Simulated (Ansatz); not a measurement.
# Al (Im-3m) in Ansatz: notebook

Aim: see how the results for Al move with the level of theory and the settings. Levels: PBEsol, BLYP, r2SCAN. Tasks: elastic constants, band structure.

All numbers are computed with Ansatz 0.2.0; they aren't measurements. Logs are shortened: lines on timing, memory, paths and dates and some standing lists are left out, and cuts for length are marked.

**1. The structure**

Symmetry: Im-3m, No. 229, cubic system. The conventional cell has a = 3.182 Å, b = 3.182 Å, c = 3.182 Å, α = 90.00°, β = 90.00°, γ = 90.00°. Around Al (site symmetry m-3m) lie 8 Al at 2.76 Å.

This isn't the form of Al at room conditions, which is fcc.

**2. Elastic constants, PBEsol**

Input file input.yaml:

```yaml
crystal:
  lattice:
    - [-1.59121869, 1.59121869, 1.59121869]
    - [1.59121869, -1.59121869, 1.59121869]
    - [1.59121869, 1.59121869, -1.59121869]
  atoms:
    - { symbol: Al, position: [0.0, 0.0, 0.0] }
hamiltonian:
  xc: pbesol
  pseudopotentials: { kind: paw }
kpoints:
  mp_grid: { grid: [9, 9, 9] }
scf:
  occupations: { method: fermi_dirac, width: 0.05 }
output:
  forces: true
  stress: true
elastic:
  mode: relaxed_ion
  stencil: two_point
```

Potentials or basis: Ansatz PAW.

On the command line:

```sh
$ ansatz run input.yaml --threads 2 --pin off --max-ram 5632MiB --backend cpu --events-out ev --progress --plain --runs-dir out
```

Output:

```text
Warning: RAYON_NUM_THREADS=2 ignored (pool sized by the plan → 2); use --threads N
Engine: ansatz 0.2.0, aarch64-unknown-linux-gnu
Pseudopotentials: kind: paw
Pseudopotential: Al, paw, valence charge 3, recommended cutoff 420 eV (normal), Al.paw.azcp
Functional definition: PBEsol
  exchange = pbesol_x
  correlation = pbesol_c
Crystal: 1 atoms, lattice volume = 16.116 Å³
Basis set: ecut = 420 eV, 321 PW (Γ), exchange–correlation on 40×40×40 points (8 copies of the dense FFT grid, shifted against one another)
Bands: 6, of which v1, the nominal top of the filled ones, is band 2 counted from 1 (1 counted from 0)
Symmetry: 48 space group operations
Space group: Im-3m (ITA 229), of the structure as read, at distance tolerance 2.5e-5 Å
k-points: 35 of 729
Non-local potential: Al, projectors of the file, l = 0: 2, l = 1: 2, l = 2: 1
PAW form: soft (Blöchl's): semilocal exchange-correlation on the pseudo side does not see the compensation charge
PAW frozen core: Al, regenerated for the run's functional, and the local potential with it (the file was generated under x = pbe(κ = 0.804, μ = 0.2195149727645171), c = pbe(β = 0.06672455060314922))
PAW one-centre angular grid: Al, 110 points (default); XC on 64 Gauss nodes
Initial density: superposition of atomic densities (neutral atoms: chi_scale 0, normalization atom), corrected by the library's trained network
Initial wavefunctions: pseudopotential atomic-orbital guess
Functional: x = pbesol(κ = 0.804, μ = 0.12345679012345678), c = pbesol(β = 0.046)
SCF iter   1: F=—  HF=-524.442778 eV  |F-HF|=—  |Δ(HF+E_count)|=         —  Δρ=4.34e-4  dr2=7.54e-6  ethr=1.77e-3  ⟨swp⟩=4.6  Hψ=1869  notcnv=0
preconditioner: auto → none  [insulator: Δε(μ)=0.237 eV  Ē_g=13.415 eV  σ=0.050 eV  W_gap=0.83  n_scr=0 (ndim 8)  ℏωp=16.0 eV  f_vac=0.000  D(μ)=0.33/eV (n_scr^D=0)  ε∞_Penn≈2.4]
SCF iter   2: F=—  HF=-524.442789 eV  |F-HF|=—  |Δ(HF+E_count)|=   1.12e-5  Δρ=2.19e-4  dr2=1.79e-6  ethr=2.51e-7  ⟨swp⟩=2.0  Hψ=538  notcnv=0
SCF iter   3: F=—  HF=-524.442790 eV  |F-HF|=—  |Δ(HF+E_count)|=   6.77e-7  Δρ=1.32e-5  dr2=2.44e-8  ethr=5.96e-8  ⟨swp⟩=2.0  Hψ=245  notcnv=0
SCF iter   4: F=—  HF=-524.442790 eV  |F-HF|=—  |Δ(HF+E_count)|=   4.77e-7  Δρ=1.19e-6  dr2=4.39e-11  ethr=8.14e-10  ⟨swp⟩=1.3  Hψ=205  notcnv=0
SCF iter   5: F=—  HF=-524.442790 eV  |F-HF|=—  |Δ(HF+E_count)|=  8.66e-11  Δρ=1.23e-7  dr2=6.29e-13  ethr=1.46e-12  ⟨swp⟩=2.1  Hψ=244  notcnv=0
SCF iter   6: F=-524.442790 eV  HF=-524.442790 eV  |F-HF|=2.27e-13  |Δ(HF+E_count)|=  2.27e-13  Δρ=1.12e-8  dr2=1.39e-14  ethr=1.00e-12  ⟨swp⟩=5.0  Hψ=663  notcnv=0
SCF 1 converged in 6 iterations: F = -524.442790 eV  dr2 = 1.39e-14
Crystal: 1 atoms, lattice volume = 16.083 Å³
Symmetry: 16 space group operations
k-points: 75 of 729
Initial density: handed on by an earlier stage of this run
Initial wavefunctions: those handed on with the density
iter 1 solved again at ethr=3.38e-8 eV; its pass at ethr=3.10e-3 eV (dr2=1.01e-6 eV) is discarded
SCF iter   1: F=—  HF=-524.442320 eV  |F-HF|=—  |Δ(HF+E_count)|=         —  Δρ=8.21e-5  dr2=1.06e-6  ethr=3.38e-8  ⟨swp⟩=2.1  Hψ=4404  notcnv=0  defer=4
preconditioner: auto → none  [insulator: Δε(μ)=0.213 eV  Ē_g=13.432 eV  σ=0.050 eV  W_gap=0.79  n_scr=0 (ndim 8)  ℏωp=16.0 eV  f_vac=0.000  D(μ)=0.34/eV (n_scr^D=0)  ε∞_Penn≈2.4]
SCF iter   2: F=—  HF=-524.442324 eV  |F-HF|=—  |Δ(HF+E_count)|=   4.47e-6  Δρ=3.86e-5  dr2=2.24e-7  ethr=3.38e-8  ⟨swp⟩=1.0  Hψ=416  notcnv=0  defer=4
SCF iter   3: F=—  HF=-524.442324 eV  |F-HF|=—  |Δ(HF+E_count)|=   1.53e-7  Δρ=1.24e-6  dr2=1.62e-10  ethr=7.47e-9  ⟨swp⟩=1.0  Hψ=417  notcnv=0  defer=4
SCF iter   4: F=—  HF=-524.442324 eV  |F-HF|=—  |Δ(HF+E_count)|=  1.08e-10  Δρ=8.87e-8  dr2=7.34e-13  ethr=5.39e-12  ⟨swp⟩=2.1  Hψ=520  notcnv=0  defer=4
SCF iter   5: F=-524.442324 eV  HF=-524.442324 eV  |F-HF|=1.14e-13  |Δ(HF+E_count)|=  4.55e-13  Δρ=6.63e-9  dr2=4.54e-15  ethr=1.00e-12  ⟨swp⟩=3.3  Hψ=893  notcnv=0
SCF 2 converged in 5 iterations: F = -524.442324 eV  dr2 = 4.54e-15
Crystal: 1 atoms, lattice volume = 16.148 Å³
iter 1 solved again at ethr=1.07e-10 eV; its pass at ethr=3.10e-3 eV (dr2=3.22e-9 eV) is discarded
SCF iter   1: F=—  HF=-524.443233 eV  |F-HF|=—  |Δ(HF+E_count)|=         —  Δρ=4.80e-6  dr2=3.24e-9  ethr=1.07e-10  ⟨swp⟩=1.5  Hψ=4374  notcnv=0  defer=4
preconditioner: auto → none  [insulator: Δε(μ)=0.213 eV  Ē_g=13.397 eV  σ=0.050 eV  W_gap=0.79  n_scr=0 (ndim 8)  ℏωp=16.0 eV  f_vac=0.000  D(μ)=0.33/eV (n_scr^D=0)  ε∞_Penn≈2.4]
SCF iter   2: F=—  HF=-524.443239 eV  |F-HF|=—  |Δ(HF+E_count)|=   5.58e-6  Δρ=2.02e-6  dr2=5.36e-10  ethr=1.07e-10  ⟨swp⟩=2.0  Hψ=524  notcnv=0  defer=4
SCF iter   3: F=—  HF=-524.443239 eV  |F-HF|=—  |Δ(HF+E_count)|=  1.56e-10  Δρ=2.00e-7  dr2=3.87e-12  ethr=1.79e-11  ⟨swp⟩=1.0  Hψ=416  notcnv=0  defer=4
SCF iter   4: F=—  HF=-524.443239 eV  |F-HF|=—  |Δ(HF+E_count)|=    0.00e0  Δρ=6.33e-8  dr2=3.55e-13  ethr=1.29e-13 (applied; sched 1.00e-12)  ⟨swp⟩=1.0  Hψ=416  notcnv=0  defer=34
SCF iter   5: F=-524.443239 eV  HF=-524.443239 eV  |F-HF|=2.27e-13  |Δ(HF+E_count)|=  2.27e-13  Δρ=2.11e-9  dr2=6.78e-16  ethr=1.00e-12  ⟨swp⟩=3.1  Hψ=871  notcnv=0
SCF 3 converged in 5 iterations: F = -524.443239 eV  dr2 = 6.78e-16
Symmetry: 8 space group operations
k-points: 125 of 729
iter 1 solved again at ethr=1.04e-7 eV; its pass at ethr=3.10e-3 eV (dr2=3.12e-6 eV) is discarded
SCF iter   1: F=—  HF=-524.442775 eV  |F-HF|=—  |Δ(HF+E_count)|=         —  Δρ=1.28e-4  dr2=3.04e-6  ethr=1.04e-7  ⟨swp⟩=1.0  Hψ=7180  notcnv=0  defer=5
preconditioner: auto → none  [insulator: Δε(μ)=0.203 eV  Ē_g=13.414 eV  σ=0.050 eV  W_gap=0.77  n_scr=0 (ndim 8)  ℏωp=16.0 eV  f_vac=0.000  D(μ)=0.34/eV (n_scr^D=0)  ε∞_Penn≈2.4]
SCF iter   2: F=—  HF=-524.442780 eV  |F-HF|=—  |Δ(HF+E_count)|=   4.52e-6  Δρ=5.09e-5  dr2=4.76e-7  ethr=1.01e-7  ⟨swp⟩=1.0  Hψ=699  notcnv=0  defer=5
SCF iter   3: F=—  HF=-524.442780 eV  |F-HF|=—  |Δ(HF+E_count)|=   3.09e-7  Δρ=6.80e-7  dr2=2.92e-11  ethr=1.59e-8  ⟨swp⟩=1.1  Hψ=712  notcnv=0  defer=5
SCF iter   4: F=—  HF=-524.442780 eV  |F-HF|=—  |Δ(HF+E_count)|=  6.47e-10  Δρ=2.07e-7  dr2=5.45e-12  ethr=1.00e-12  ⟨swp⟩=4.9  Hψ=1830  notcnv=0
SCF iter   5: F=—  HF=-524.442780 eV  |F-HF|=—  |Δ(HF+E_count)|=  1.02e-12  Δρ=3.70e-8  dr2=2.41e-13  ethr=1.82e-13 (applied; sched 1.00e-12)  ⟨swp⟩=1.3  Hψ=744  notcnv=0  defer=50
SCF iter   6: F=-524.442780 eV  HF=-524.442780 eV  |F-HF|=2.27e-13  |Δ(HF+E_count)|=  1.14e-13  Δρ=5.40e-9  dr2=4.85e-15  ethr=1.00e-12  ⟨swp⟩=3.0  Hψ=1452  notcnv=0
SCF 4 converged in 6 iterations: F = -524.442780 eV  dr2 = 4.85e-15
iter 1 solved again at ethr=7.74e-11 eV; its pass at ethr=3.10e-3 eV (dr2=2.32e-9 eV) is discarded
SCF iter   1: F=—  HF=-524.442774 eV  |F-HF|=—  |Δ(HF+E_count)|=         —  Δρ=4.15e-6  dr2=2.34e-9  ethr=7.74e-11  ⟨swp⟩=1.2  Hψ=7210  notcnv=0  defer=9
SCF iter   2: F=—  HF=-524.442780 eV  |F-HF|=—  |Δ(HF+E_count)|=   5.29e-6  Δρ=1.71e-6  dr2=3.72e-10  ethr=7.74e-11  ⟨swp⟩=2.0  Hψ=886  notcnv=0  defer=9
SCF iter   3: F=—  HF=-524.442780 eV  |F-HF|=—  |Δ(HF+E_count)|=  1.07e-10  Δρ=2.03e-7  dr2=4.52e-12  ethr=1.24e-11  ⟨swp⟩=1.0  Hψ=699  notcnv=0  defer=9
SCF iter   4: F=-524.442780 eV  HF=-524.442780 eV  |F-HF|=0.00e0  |Δ(HF+E_count)|=  1.14e-13  Δρ=2.48e-8  dr2=3.05e-14  ethr=1.00e-12  ⟨swp⟩=2.9  Hψ=2125  notcnv=0
SCF 5 converged in 4 iterations: F = -524.442780 eV  dr2 = 3.05e-14
SCF converged after 6 iterations
Free energy (F): -524.442790 eV
Harris-Foulkes:  -524.442790 eV  (|F-HF|=2.27e-13)
Internal energy: -524.439544 eV  (E = F + TS)
E sigma→0 (E₀):  -524.441167 eV
Entropy (-TS):   -0.003245 eV (-3.245 meV/atom)
Fermi energy:    8.176697 eV
--- Per-component energies (eV) ---
  E_band       = 11.021007
  E_kinetic    = 23.122517
  E_local      = 10.156615  (includes V_loc(G=0)·N_el)
  E_nonlocal   = 10.597603
  E_hartree    = 0.069608
  E_xc         = -39.553866
  E_vxc        = -29.336207  (∫ρ·V_xc dr)
  E_paw        = -454.751813  (= ΣΔE_a)
  E_vpaw       = -3.658734  (= ΣTr[D̂ρ^β])
  E_aug_tail   = -0.000002  (compensation charges beyond the density's cutoff)
  E_ewald      = -74.099344
  E_core_change = 0.019139  (= ΣΔE_core)
  E_smearing   = -0.003245  (= −TS)
  E_closure    = 0.000000  (closes the sum)
  Σ components = -524.442790   (vs F -524.442790, Δ=0.00e0)
--- Forces (eV/Å), atoms counted from 1 ---
  atom   1  Al    -0.00000000     0.00000000     0.00000000
  max |Σ_I F_I| component: 1.46e-32 eV/Å
--- Stress (GPa, compression-positive) ---
        2.272196       0.000000      -0.000000
       -0.000000       2.272196       0.000000
        0.000000       0.000000       2.272196
  P = ⅓ Tr σ = 2.2722 GPa (22.722 kbar)
--- Band table (eV; the first three rows and the last of 35) ---
  k-point 0: bands = ["-3.1515", "21.4137", "21.4137", "21.4137", "23.1412", "23.1412"]
  k-point 1: bands = ["-2.7912", "18.1967", "19.8387", "20.2334", "21.8547", "22.8694"]
  k-point 2: bands = ["-1.7159", "13.5893", "18.1957", "18.4714", "20.1618", "21.4571"]
  k-point 34: bands = ["7.8698", "10.1954", "10.1954", "11.2406", "12.6329", "15.0479"]
--- Elastic constants: 2 strain directions × 2 members + reference (group order 48) ---
  dense FFT box of the reference and of every strained cell: 20×20×20
  strains applied: 11, 23; error gains: componentwise 1.00 (the most a stress slope's error grows in a printed constant), spectral 1.73 (1 for all six strains in a standard setting)
  C = ∂σ_k/∂η_j (tension-positive GPa; Voigt order 11 22 33 23 13 12):
        72.008     90.368     90.368      0.000     -0.000     -0.000
        90.368     72.008     90.368      0.000      0.000      0.000
        90.368     90.368     72.008      0.000      0.000      0.000
        -0.000      0.000      0.000     69.231      0.000     -0.000
        -0.000      0.000      0.000     -0.000     69.231     -0.000
         0.000     -0.000      0.000     -0.000      0.000     69.231
  reference stress σ⁰ (GPa):     -2.272     -2.272     -2.272     -0.000     -0.000     -0.000
  C* (energy form; C + prestress term) asymmetry max|C*_kj − C*_jk| = 4.263e-14 GPa — a small one proves nothing (zero by symmetry where the batch's group is 432, −43m or m−3m); a large one is finite-difference/SCF noise where every solve meets its electron count
  moduli (Voigt/Reuss/Hill, GPa): K = 84.25/84.25/84.25   G = 37.87/-28.65/4.61   E = 13.58   ν = 0.473
  mechanically stable: NO (min eigenvalue of sym C = -18.36 GPa)
  strain η (Voigt 11):  stress-route row diagonal C_11 = 72.01 GPa, energy-path curvature d²(F+E_count+ΔE)/dδ²/Ω₀ = 72.38 GPa
         δ    σ_11 (GPa)             F (eV)   n_scf  n_hpsi   n_pw
    -2.000e-3      -2.4171        -524.4423239       5    7550    329   relax 0 steps, max|allowed force component| 0.00e0 eV/Å
     2.000e-3      -2.1291        -524.4432386       5    7501    329   relax 0 steps, max|allowed force component| 0.00e0 eV/Å
  strain η (Voigt 23):  stress-route row diagonal C_44 = 69.23 GPa, energy-path curvature d²(F+E_count+ΔE)/dδ²/Ω₀ = 70.91 GPa
         δ    σ_23 (GPa)             F (eV)   n_scf  n_hpsi   n_pw
    -2.000e-3      -0.1385        -524.4427796       6   14117    329   relax 0 steps, max|allowed force component| 0.00e0 eV/Å
     2.000e-3       0.1385        -524.4427796       4   12420    329   relax 0 steps, max|allowed force component| 0.00e0 eV/Å
```

It took 1.6 s on 2 threads of Arm Neoverse V2, shared host; peak memory 0.26 GiB.

Results:

```yaml
Free_energy: -524.4428 eV
Pressure: 2.3 GPa
Band_gap_on_the_k_mesh: none (metal or under the smearing width)
Elastic_constants_C11_C12_C44: 72, 90, 69 GPa
Voigt_bulk_modulus: 84 GPa
```

Elastic tensor in Voigt notation (GPa, in the Cartesian axes of the cell as first typed):
```
72 90 90  0  0  0
90 72 90  0  0  0
90 90 72  0  0  0
 0  0  0 69  0  0
 0  0  0  0 69  0
 0  0  0  0  0 69
```

Caveat: the elastic tensor has a negative eigenvalue, so either the cell is unstable as it stands or the mesh is too thin; the PAW data sets come from PBE, with cores solved anew for the run's functional, which leaves a small shift of forces and pressure.

**3. Band structure, BLYP**

Input file input.yaml:

```yaml
crystal:
  lattice:
    - [-1.59121869, 1.59121869, 1.59121869]
    - [1.59121869, -1.59121869, 1.59121869]
    - [1.59121869, 1.59121869, -1.59121869]
  atoms:
    - { symbol: Al, position: [0.0, 0.0, 0.0] }
hamiltonian:
  xc: blyp
  pseudopotentials: { kind: paw }
kpoints:
  mp_grid: { grid: [12, 12, 12] }
  band_path:
    path:
      - [[0.0, 0.0, 0.0], [0.5, -0.5, 0.5], [0.0, 0.0, 0.5], [0.0, 0.0, 0.0], [0.25, 0.25, 0.25], [0.5, -0.5, 0.5]]
      - [[0.25, 0.25, 0.25], [0.0, 0.0, 0.5]]
    npoints: 14
scf:
  occupations: { method: fermi_dirac, width: 0.05 }
  n_extra_bands: 6
output:
  forces: true
  stress: true
  eigenvalues: true
  fatbands: false
```

Potentials or basis: Ansatz PAW.

On the command line:

```sh
$ ansatz run input.yaml --threads 2 --pin off --max-ram 5632MiB --backend cpu --events-out ev --progress --plain --runs-dir out
```

Wall time 0.66 s (2 threads of Arm Neoverse V2, shared host); peak memory 0.24 GiB.

It converged, with:

```
Free energy            : -540.3722 eV
Pressure               : 7.6 GPa
Band gap on the k mesh : none (metal or under the smearing width)
```

Levels at the corners of the path, in eV from the Fermi level:
| point | band 1 | band 2 | band 3 | band 4 | band 5 | band 6 |
| --- | --- | --- | --- | --- | --- | --- |
| Γ | -11.23 | 13.19 | 13.19 | 13.19 | 14.78 | 14.78 |
| H | 1.89 | 1.89 | 1.89 | 3.14 | 3.14 | 5.59 |
| N | -4.30 | -3.91 | 8.21 | 8.31 | 10.20 | 11.54 |
| Γ | -11.23 | 13.19 | 13.19 | 13.19 | 14.78 | 14.78 |
| P | -0.93 | -0.93 | -0.93 | 0.32 | 21.67 | 21.67 |
| H | 1.89 | 1.89 | 1.89 | 3.14 | 3.14 | 5.59 |
| P | -0.93 | -0.93 | -0.93 | 0.32 | 21.67 | 21.67 |
| N | -4.30 | -3.91 | 8.21 | 8.31 | 10.20 | 11.54 |

Caveat: the PAW data sets come from PBE, with cores solved anew for the run's functional, which leaves a small shift of forces and pressure.

**4. Band structure, r2SCAN**

input.yaml, as its differences from that of step 3:

```diff
@@ -8,3 +8,3 @@
 hamiltonian:
-  xc: blyp
+  xc: r2scan
   pseudopotentials: { kind: paw }
@@ -24,2 +24,2 @@
   eigenvalues: true
-  fatbands: false
+  fatbands: true
```

Potentials or basis: Ansatz PAW.

On the command line:

```sh
$ ansatz run input.yaml --threads 2 --pin off --max-ram 5632MiB --backend cpu --events-out ev --progress --plain --runs-dir out
```

Output:

```text
Warning: RAYON_NUM_THREADS=2 ignored (pool sized by the plan → 2); use --threads N
scf.n_extra_bands = 6 over 2 filled bands (N_el = 3.0): the run solves 8 bands
[... 2 set-up lines as earlier in the session ...]
Pseudopotential: Al, paw, valence charge 3, recommended cutoff 500 eV (meta_gga), Al.paw.azcp
Functional definition: r2SCAN
  parameter k0 = 0.174
  parameter k1 = 0.065
  parameter a1 = 4.9479
  exchange = r2scan_x(k0 = k0, k1 = k1, a1 = a1)
  correlation = r2scan_c
Crystal: 1 atoms, lattice volume = 16.116 Å³
Basis set: ecut = 500 eV, 381 PW (Γ), exchange–correlation on 96×96×96 points (64 copies of the dense FFT grid, shifted against one another)
Bands: 8, of which v1, the nominal top of the filled ones, is band 2 counted from 1 (1 counted from 0)
[... 2 set-up lines as earlier in the session ...]
k-points: 72 of 1728
[... 2 set-up lines as earlier in the session ...]
PAW frozen core: Al, regenerated for the run's functional (the file was generated under x = pbe(κ = 0.804, μ = 0.2195149727645171), c = pbe(β = 0.06672455060314922))
PAW one-centre angular grid: Al, 302 points (default); XC on 160 Gauss nodes
[... 2 set-up lines as earlier in the session ...]
Functional: x = r2scan, c = r2scan; τ floored in thin density (d = 2e-4 eV/Å³)
SCF iter   1: F=—  HF=-540.286730 eV  |F-HF|=—  |Δ(HF+E_count)|=         —  Δρ=4.09e-3  dr2=3.01e-3  dr2_τ=4.38e-3  ethr=1.77e-3  ⟨swp⟩=4.8  Hψ=4456  notcnv=0  defer=2
preconditioner: auto → none  [insulator: Δε(μ)=0.157 eV  Ē_g=17.650 eV  σ=0.050 eV  W_gap=0.60  n_scr=0 (ndim 8)  ℏωp=16.0 eV  f_vac=0.000  D(μ)=0.51/eV (n_scr^D=0)  ε∞_Penn≈1.8]
SCF iter   2: F=—  HF=-540.293415 eV  |F-HF|=—  |Δ(HF+E_count)|=   6.69e-3  Δρ=2.82e-3  dr2=1.40e-3  dr2_τ=2.81e-6  ethr=1.00e-4  ⟨swp⟩=3.0  Hψ=1598  notcnv=0  defer=124
SCF iter   3: F=—  HF=-540.293184 eV  |F-HF|=—  |Δ(HF+E_count)|=   2.31e-4  Δρ=1.53e-3  dr2=3.96e-4  dr2_τ=5.32e-7  ethr=4.68e-5  ⟨swp⟩=1.5  Hψ=513  notcnv=0  defer=124
SCF iter   4: F=—  HF=-540.293130 eV  |F-HF|=—  |Δ(HF+E_count)|=   5.40e-5  Δρ=5.51e-4  dr2=5.02e-5  dr2_τ=3.94e-8  ethr=1.32e-5  ⟨swp⟩=1.0  Hψ=472  notcnv=0  defer=124
SCF iter   5: F=—  HF=-540.293124 eV  |F-HF|=—  |Δ(HF+E_count)|=   5.78e-6  Δρ=1.14e-4  dr2=2.12e-6  dr2_τ=1.45e-9  ethr=1.67e-6  ⟨swp⟩=1.0  Hψ=472  notcnv=0  defer=124
SCF iter   6: F=-540.293124 eV  HF=-540.293124 eV  |F-HF|=2.11e-9  |Δ(HF+E_count)|=   1.75e-7  Δρ=1.32e-5  dr2=2.76e-8  dr2_τ=2.09e-11  ethr=3.33e-9  ⟨swp⟩=6.3  Hψ=2697  notcnv=0
SCF 1 converged in 6 iterations: F = -540.293124 eV  dr2 = 2.76e-8
NSCF: frozen V_eff on 86 k-points
SCF converged after 6 iterations
Free energy (F): -540.293124 eV
Harris-Foulkes:  -540.293124 eV  (|F-HF|=2.11e-9)
Internal energy: -540.289004 eV  (E = F + TS)
E sigma→0 (E₀):  -540.291064 eV
Entropy (-TS):   -0.004120 eV (-4.120 meV/atom)
Fermi energy:    8.229992 eV
--- Per-component energies (eV) ---
  E_band       = 10.400302
  E_kinetic    = 23.266547
  E_local      = 10.698514  (includes V_loc(G=0)·N_el)
  E_nonlocal   = 9.727638
  E_hartree    = 0.084551
  E_xc         = -36.814503
  E_vxc        = -31.305681  (∫ρ·V_xc dr)
  E_paw        = -473.092300  (= ΣΔE_a)
  E_vpaw       = -3.398665  (= ΣTr[D̂ρ^β])
  E_aug_tail   = -0.000001  (compensation charges beyond the density's cutoff)
  E_vtau       = 1.242829  (kinetic-family band-sum trace: ∫τ·v_τ [+ j·A + Jᵃ·Aᵃ] dr)
  E_ewald      = -74.099344
  E_core_change = -0.060108  (= ΣΔE_core)
  E_smearing   = -0.004120  (= −TS)
  E_closure    = -0.000000  (closes the sum)
  Σ components = -540.293124   (vs F -540.293124, Δ=0.00e0)
--- Forces (eV/Å), atoms counted from 1 ---
  atom   1  Al    -0.00000000     0.00000000    -0.00000000
  max |Σ_I F_I| component: 7.38e-34 eV/Å
--- Stress (GPa, compression-positive) ---
        0.423125      -0.000000       0.000000
       -0.000000       0.423125      -0.000000
       -0.000000       0.000000       0.423125
  P = ⅓ Tr σ = 0.4231 GPa (4.231 kbar)
--- Band table (eV; the first three rows and the last of 72) ---
  k-point 0: bands = ["-3.7922", "22.3649", "22.3649", "22.3649", "24.5413", "24.5413", "24.5413", "25.6155"]
  k-point 1: bands = ["-3.5766", "20.1754", "21.2974", "21.5483", "23.4864", "24.3372", "25.1591", "25.9129"]
  k-point 2: bands = ["-2.9318", "16.5034", "19.8886", "20.0897", "21.9813", "23.1937", "26.0908", "26.4410"]
  k-point 71: bands = ["10.2827", "10.2827", "10.2827", "11.1638", "11.1638", "15.0185", "34.9933", "34.9933"]
```

Wall time 1.2 s (2 threads of Arm Neoverse V2, shared host); peak memory 0.3 GiB.

What came out:

```yaml
Free_energy: -540.2931 eV
Pressure: 0.4 GPa
Band_gap_on_the_k_mesh: none (metal or under the smearing width)
```

Levels at the corners of the path, in eV from the Fermi level:
```csv
point,band 1,band 2,band 3,band 4,band 5,band 6
Γ,-12.02,14.13,14.13,14.13,16.31,16.31
H,2.05,2.05,2.05,2.93,2.93,6.79
N,-4.81,-4.03,8.73,9.03,10.82,12.46
Γ,-12.02,14.13,14.13,14.13,16.31,16.31
P,-1.19,-1.19,-1.19,0.94,23.30,23.30
H,2.05,2.05,2.05,2.93,2.93,6.79
P,-1.19,-1.19,-1.19,0.94,23.30,23.30
N,-4.81,-4.03,8.73,9.03,10.82,12.46
```

Caveat: the PAW data sets come from PBE, with cores solved anew for the run's functional, which leaves a small shift of forces and pressure.

**5. Summary**

```tsv
task	level	k mesh	cutoff (eV)	atoms under strain	points for each segment of the path	gap on the mesh (eV)	pressure (GPa)
elastic constants	PBEsol	9 × 9 × 9	420	relaxed	-	none	2.3
band structure	BLYP	12 × 12 × 12	420	-	14	none	7.6
band structure	r2SCAN	12 × 12 × 12	500	-	14	none	0.4
```

Alike in all rows: potentials or basis Ansatz PAW; no spin polarisation; cell as given; smearing fermi-dirac 0.05 eV.

Every run on the cell as given and a fine mesh finds a metal. The pressure there spans 0.4 GPa (r2SCAN) to 7.6 GPa (BLYP); a positive pressure means that this level wants a larger cell, a negative one a smaller.

Caveats: the PAW data sets come from PBE, with cores solved anew for the run's functional, which leaves a small shift of forces and pressure; the elastic tensor has a negative eigenvalue, so either the cell is unstable as it stands or the mesh is too thin (some runs).

Absolute energies hang on the potentials; compare differences alone.
